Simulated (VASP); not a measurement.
# As in VASP: further runs

One slab, As, is run at these levels: PBE+D3(BJ); tasks: single point.

Program: VASP 6.6.1. These are calculated values, not measurements. Logs are shortened: lines on timing, memory, paths and dates and some standing lists are left out, and cuts for length are marked.

## 1. Starting point

The cell holds a slab with vacuum, 2 atoms: a = 3.783 Å, b = 3.783 Å, c = 28.574 Å, α = 90.00°, β = 90.00°, γ = 120.00°.

The slab is cut from a database's or a generator's crystal, which needn't be the stable form of the element.

## 2. Single point, PBE+D3(BJ)

The input, INCAR:

```
ALGO = Fast
DIPOL = 0.5 0.5 0.500
EDIFF = 1E-6
ENCUT = 520
GGA = PE
IDIPOL = 3
ISIF = 2
ISMEAR = 0
IVDW = 12
LASPH = True
LCHARG = False
LDIPOL = True
LREAL = False
LWAVE = False
NBANDS = 12
NELM = 100
PREC = Accurate
SIGMA = 0.1
```

The input, KPOINTS:

```
k-points
0
Gamma
  6 6 1
```

The input, POSCAR:

```
As
1.0
    3.7828824947      0.0000000000      0.0000000000
   -1.8914412474      3.2760723400      0.0000000000
    0.0000000000      0.0000000000     28.5742413760
As
2
Direct
    0.3333333333      0.6666666667      0.4774776052
    0.6666666667      0.3333333333      0.5225223948
```

Potentials or basis: VASP PAW PBE potentials, release 64 (As).

Command:

```sh
$ cat potpaw_PBE.64/As/POTCAR > POTCAR
$ mpirun -np 1 vasp_std > vasp.out
```

OUTCAR:

```text
EDIFF = 1E-6
   ENCUT = 520
   GGA = PE
   ISIF = 2
   ISMEAR = 0
   IVDW = 12
   LASPH = True
   LREAL = False
   NELM = 100
   PREC = Accurate
 IVDW          = 12

 ion  position               nearest neighbor table
   1  0.333  0.667  0.477-   2 2.54   2 2.54   2 2.54
   2  0.667  0.333  0.523-   1 2.54   1 2.54   1 2.54

  LATTYP: Found a hexagonal cell.
 ALAT       =     3.7828824947
 C/A-ratio  =     7.5535630345

  Lattice vectors:

 A1 = (   3.7828824947,   0.0000000000,   0.0000000000)
 A2 = (  -1.8914412474,   3.2760723400,   0.0000000000)
 A3 = (   0.0000000000,   0.0000000000,  28.5742413760)

Analysis of symmetry for initial positions (statically):
=====================================================================
 Subroutine PRICEL returns:
 Original cell was already a primitive cell.

 Routine SETGRP: Setting up the symmetry group for a
 hexagonal supercell.

 Subroutine GETGRP returns: Found 12 space group operations
 (whereof 12 operations were pure point group operations)
 out of a pool of 24 trial point group operations.

The static configuration has the point symmetry D_3d.

Analysis of symmetry for dynamics (positions and initial velocities):
=====================================================================
 Subroutine PRICEL returns:
 Original cell was already a primitive cell.

 Routine SETGRP: Setting up the symmetry group for a
 hexagonal supercell.

 Subroutine GETGRP returns: Found 12 space group operations
 (whereof 12 operations were pure point group operations)
 out of a pool of 24 trial point group operations.

The dynamic configuration has the point symmetry D_3d.

 Subroutine INISYM returns: Found 12 space group operations
 (whereof 12 operations are pure point group operations),
 and found     1 'primitive' translations

----------------------------------------------------------------------------------------

                                     Primitive cell

  volume of cell :     354.1205

  direct lattice vectors                    reciprocal lattice vectors
     3.782882495  0.000000000  0.000000000     0.264348682  0.152621782  0.000000000
    -1.891441247  3.276072340  0.000000000     0.000000000  0.305243565  0.000000000
     0.000000000  0.000000000 28.574241376     0.000000000  0.000000000  0.034996555

  length of vectors
     3.782882495  3.782882495 28.574241376     0.305243565  0.305243565  0.034996555

  position of ions in fractional coordinates (direct lattice)
     0.333333333  0.666666667  0.477477605
     0.666666667  0.333333333  0.522522395

  ion indices of the primitive-cell ions
   primitive index   ion index
                 1           1
                 2           2

----------------------------------------------------------------------------------------

 KPOINTS: k-points

Automatic generation of k-mesh.
 Grid dimensions read from file:
 generate k-points for:    6    6    1

 Generating k-lattice:

  Cartesian coordinates                     Fractional coordinates (reciprocal lattice)
     0.044058114  0.025436964  0.000000000     0.166666667  0.000000000  0.000000000
     0.000000000  0.050873927  0.000000000     0.000000000  0.166666667  0.000000000
     0.000000000  0.000000000  0.034996555     0.000000000  0.000000000  1.000000000

  Length of vectors
     0.050873927  0.050873927  0.034996555

  Shift w.r.t. Gamma in fractional coordinates (k-lattice)
     0.000000000  0.000000000  0.000000000

 Subroutine IBZKPT returns following result:
 ===========================================

 Found      7 irreducible k-points:

 Following reciprocal coordinates:
            Coordinates               Weight
  0.000000  0.000000  0.000000      1.000000
  0.166667  0.000000  0.000000      6.000000
  0.333333  0.000000  0.000000      6.000000
  0.500000  0.000000  0.000000      3.000000
  0.166667  0.166667  0.000000      6.000000
  0.333333  0.166667  0.000000     12.000000
  0.333333  0.333333  0.000000      2.000000
   k-points           NKPTS =      7   k-points in BZ     NKDIM =      7   number of bands    NBANDS=     12
   number of dos      NEDOS =    301   number of ions     NIONS =      2
   total plane-waves  NPLWV = 169344
   dimension x,y,z NGX =    28 NGY =   28 NGZ =  216
   dimension x,y,z NGXF=    56 NGYF=   56 NGZF=  432
   ions per type =               2
   NGX,Y,Z   is equivalent  to a cutoff of  12.31, 12.31, 12.57 a.u.
   NGXF,Y,Z  is equivalent  to a cutoff of  24.61, 24.61, 25.13 a.u.
 SYSTEM =  unknown system
   PREC   = accura    normal or accurate (medium, high low for compatibility)
   ISTART =      0    job   : 0-new  1-cont  2-samecut
   ICHARG =      2    charge: 1-file 2-atom 10-const
   ISPIN  =      1    spin polarized calculation?
   LNONCOLLINEAR =      F non collinear calculations
   LSORBIT =      F    spin-orbit coupling
   LASPH  =      T    aspherical Exc in radial PAW
   ENCUT  =  520.0 eV  38.22 Ry    6.18 a.u.   7.03  7.03 53.13*2*pi/ulx,y,z
   NELM   =    100;   NELMIN=  2; NELMDL= -5     # of ELM steps
   EDIFF  = 0.1E-05   stopping-criterion for ELM
   LREAL  =      F    real-space projection
   EDIFFG = 0.1E-04   stopping-criterion for IOM
   NSW    =      0    number of steps for IOM
   IBRION =     -1    ionic relax: 0-MD 1-quasi-New 2-CG
   NFREE  =      0    steps in history (QN), initial steepest desc. (CG)
   ISIF   =      2    stress and relaxation
   ISYM   =      2    0-nonsym 1-usesym 2-fastsym
   POTIM  = 0.5000    time-step for ionic-motion
   TEBEG  =    0.0;   TEEND  =   0.0 temperature during run
   PSTRESS=    0.0 pullay stress
   NELECT =      10.0000    total number of electrons
   NUPDOWN=      -1.0000    fix difference up-down
   EMIN   =  10.00;   EMAX   =-10.00  energy-range for DOS
   EFERMI =   0.00;   METHOD = LEGACY
   ISMEAR =     0;   SIGMA  =   0.10  broadening in eV -4-tet -1-fermi 0-gaus
   EFERMI_NEDOS =   21; number of points for ismear=-14 and -15
   IALGO  =     68    algorithm
   IMIX   =      4    mixing-type and parameters
     AMIX     =   0.40;   BMIX     =  1.00
     AMIX_MAG =   1.60;   BMIX_MAG =  1.00
  volume/ion in A,a.u.               =     177.06      1194.86
  Fermi-wavevector in a.u.,A,eV,Ry     =   0.498530  0.942085  3.381483  0.248532
  Thomas-Fermi vector in A             =   1.505565
   LORBIT       =      0    0 simple, 1 ext, 2 COOP (PROOUT), +10 PAW based schemes
   GGA     = PE    functional components
   LHFCALC =     F    Hartree Fock is set to
   AEXX    =    0.0000 exact exchange contribution
   IVDW    =    12    specifies the selected vdW correction
   LEPSILON=     F    determine dielectric tensor
   LRPA    =     F    only Hartree local field effects (RPA)
 non-spin polarized calculation
 RMM-DIIS sequential band-by-band and
 Gauss-broadening in eV      SIGMA  =   0.10
  energy-cutoff  :      520.00
  volume of cell :      354.12
 maximum number of plane-waves:      9572
   NGX = 15   NGY = 15   NGZ =107

 number of electron      10.0000001 magnetization

 dipolmoment           0.000000      0.000000     -0.000000 electrons x Angstroem

 Free energy of the ion-electron system (eV)
  ---------------------------------------------------
  ext. energy  EPLUGINS =         0.00000000
  ---------------------------------------------------
  free energy    TOTEN  =        -9.20364845 eV

  energy without entropy =       -9.20364845  energy(sigma->0) =       -9.20364845

 E-fermi :  -3.7843     XC(G=0):  -1.7787

 val. band max:       -4.2045409545   @ k =   0.1667   0.0000   0.0000
 cond. band min:      -3.3851948389   @ k =   0.0000   0.0000   0.0000
 fundamental gap:      0.8193461156
 Fermi energy:        -3.7842886733

 k-point     1 :       0.0000    0.0000    0.0000
  band No.  band energies     occupation
      1     -17.3765      2.00000
      2     -11.0531      2.00000
      3      -4.9266      2.00000
      4      -4.9266      2.00000
      5      -4.2244      2.00000
      6      -3.3852      0.00000
      7      -1.2487      0.00000
      8      -1.2487      0.00000
      9       0.7215      0.00000
     10       0.9203      0.00000
     11       1.3135      0.00000
     12       1.5184      0.00000

 k-point     2 :       0.1667    0.0000    0.0000
  band No.  band energies     occupation
      1     -17.0555      2.00000
      2     -11.2403      2.00000
      3      -6.7002      2.00000
      4      -5.4724      2.00000
      5      -4.2045      2.00000
      6      -2.4768      0.00000
      7      -0.9203      0.00000
      8      -0.5970      0.00000
      9       1.0971      0.00000
     10       1.2901      0.00000
     11       1.6884      0.00000
     12       1.9022      0.00000

 k-point     3 :       0.3333    0.0000    0.0000
  band No.  band energies     occupation
      1     -16.1526      2.00000
      2     -12.2952      2.00000
      3      -7.5464      2.00000
      4      -6.2230      2.00000
      5      -4.7941      2.00000
      6      -2.7545      0.00000
      7      -0.4264      0.00000
      8       0.0531      0.00000
      9       2.1167      0.00000
     10       2.2372      0.00000
     11       2.7836      0.00000
     12       3.0335      0.00000

 k-point     4 :       0.5000    0.0000    0.0000
  band No.  band energies     occupation
      1     -15.2812      2.00000
      2     -13.4145      2.00000
      3      -7.3338      2.00000
      4      -6.5147      2.00000
      5      -5.4792      2.00000
      6      -2.6564      0.00000
      7      -0.6810      0.00000
      8       0.1591      0.00000
      9       2.2675      0.00000
     10       3.8160      0.00000
     11       4.0208      0.00000
     12       4.2682      0.00000

 k-point     5 :       0.1667    0.1667    0.0000
  band No.  band energies     occupation
      1     -16.4363      2.00000
      2     -11.8819      2.00000
      3      -7.2865      2.00000
      4      -6.7373      2.00000
      5      -4.4001      2.00000
      6      -1.5067      0.00000
      7      -1.2373      0.00000
      8       0.0203      0.00000
      9       1.7990      0.00000
     10       1.8173      0.00000
     11       2.3830      0.00000
     12       2.6712      0.00000

 k-point     6 :       0.3333    0.1667    0.0000
  band No.  band energies     occupation
      1     -15.3619      2.00000
      2     -13.1986      2.00000
      3      -7.8078      2.00000
      4      -6.7993      2.00000
      5      -5.2399      2.00000
      6      -1.3975      0.00000
      7      -0.8745      0.00000
      8      -0.0502      0.00000
      9       2.6523      0.00000
     10       3.2842      0.00000
     11       3.8036      0.00000
     12       4.0949      0.00000

 k-point     7 :       0.3333    0.3333    0.0000
  band No.  band energies     occupation
      1     -14.2755      2.00000
      2     -14.2755      2.00000
      3      -8.4916      2.00000
      4      -6.0045      2.00000
      5      -6.0045      2.00000
      6      -1.7741      0.00000
      7       0.2900      0.00000
      8       0.2900      0.00000
      9       3.5620      0.00000
     10       3.8264      0.00000
     11       3.8264      0.00000
     12       4.8247      0.00000

------------------------ aborting loop because EDIFF is reached ----------------------------------------

 vacuum level on the upper side and lower side of the slab       (xc-potential included)        -0.007        -0.007

 Edisp (eV)   -0.37752

 E8    (eV) :    -0.1717

  FORCE on cell =-STRESS in cart. coord.  units (eV):
  Direction    XX          YY          ZZ          XY          YZ          ZX
  --------------------------------------------------------------------------------------
  -------------------------------------------------------------------------------------
  Total      -1.84954    -1.84954     0.90763     0.00000     0.00000     0.00000
  in kB      -8.36804    -8.36804     4.10646     0.00000     0.00000     0.00000
  external pressure =       -4.21 kB  Pullay stress =        0.00 kB

 VOLUME and BASIS-vectors are now :
 -----------------------------------------------------------------------------
  energy-cutoff  :      520.00
  volume of cell :      354.12
      direct lattice vectors                 reciprocal lattice vectors
     3.782882495  0.000000000  0.000000000     0.264348682  0.152621782  0.000000000
    -1.891441247  3.276072340  0.000000000     0.000000000  0.305243565  0.000000000
     0.000000000  0.000000000 28.574241376     0.000000000  0.000000000  0.034996555

 POSITION                                       TOTAL-FORCE (eV/Angst)
 -----------------------------------------------------------------------------------
     -0.00000      2.18405     13.64356        -0.000000     -0.000000     -0.707607
      1.89144      1.09202     14.93068         0.000000      0.000000      0.707607
 -----------------------------------------------------------------------------------
    total drift:                                0.000000     -0.000000      0.000000

  FREE ENERGIE OF THE ION-ELECTRON SYSTEM (eV)
  ---------------------------------------------------
  free  energy   TOTEN  =        -9.5811688458 eV

  energy  without entropy=       -9.5811688454  energy(sigma->0) =       -9.58116885

 vacuum level on the upper side and lower side of the slab         1.213         1.213
```

Run time: 30 s. Hardware: 1 thread of Intel Xeon 6975P-C (Granite Rapids), shared host; peak memory 0.38 GiB.

Results:

- Free energy: -9.5812 eV
- Largest force: 0.708 eV/Å
- Band gap on the k mesh: 0.82 eV, indirect (least direct gap 0.84 eV)
- Dispersion energy per atom: -0.189 eV

Forces in eV/Å, atoms in the order of the input:
```
As   0.000  0.000 -0.708
As   0.000  0.000  0.708
```

## 3. Single point, PBE+D3(BJ) (biaxial strain -0.020, atoms relaxed)

The input, INCAR:

```
SYSTEM = As
PREC     = Accurate       ! precision mode
ENCUT    = 520            ! plane-wave cutoff, eV
EDIFF    = 1E-7           ! SCF threshold, eV
ISMEAR   = 0              ! smearing method
SIGMA    = 0.02           ! smearing width, eV
LREAL    = .FALSE.        ! projectors in reciprocal space
LASPH    = .TRUE.         ! aspherical terms in the spheres
NELM     = 100            ! most SCF steps
ALGO     = Fast           ! electronic algorithm
ISIF     = 2              ! what is computed and relaxed
LWAVE    = .FALSE.        ! write WAVECAR
LCHARG   = .FALSE.        ! write CHGCAR
LDIPOL   = .TRUE.       
IDIPOL   = 3            
DIPOL    = 0.5 0.5 0.500
GGA      = PE             ! functional
IVDW     = 12             ! dispersion correction
NBANDS   = 12             ! bands
```

The input, KPOINTS:

```
regular mesh
0
G
  9 9 1
  0 0 0
```

The input, POSCAR:

```
As
1.0
    3.5001917756      0.0000000000      0.0000000000
   -1.7500958878      3.0312549958      0.0000000000
    0.0000000000      0.0000000000     28.5742413760
As
2
Direct
    0.3333333333      0.6666666667      0.4752024946
    0.6666666667      0.3333333333      0.5247975054
```

Potentials or basis: VASP PAW PBE potentials, release 64 (As).

Command:

```sh
$ cat potpaw_PBE.64/As/POTCAR > POTCAR
$ mpirun -np 1 vasp_std > vasp.out
```

Wall time 1.8 min (1 thread of Intel Xeon 6975P-C (Granite Rapids), shared host); peak memory 0.42 GiB.

It converged, with:

```
Free energy                : -9.7296 eV
Largest force              : 0.104 eV/Å
Band gap on the k mesh     : 1.32 eV, indirect (least direct gap 2.21 eV)
Dispersion energy per atom : -0.220 eV
```

Forces on the atoms (eV/Å):
```
As   0.000  0.000 -0.104
As   0.000  0.000  0.104
```

Levels at points of the mesh, in eV from the valence-band top:
```
           k point  band 1  band 2  band 3  band 4  band 5  band 6  band 7  band 8  band 9  band 10
(0.00, 0.00, 0.00)  -14.17   -7.66   -1.13    0.00    0.00    2.21    3.51    3.51    4.49     4.75
```
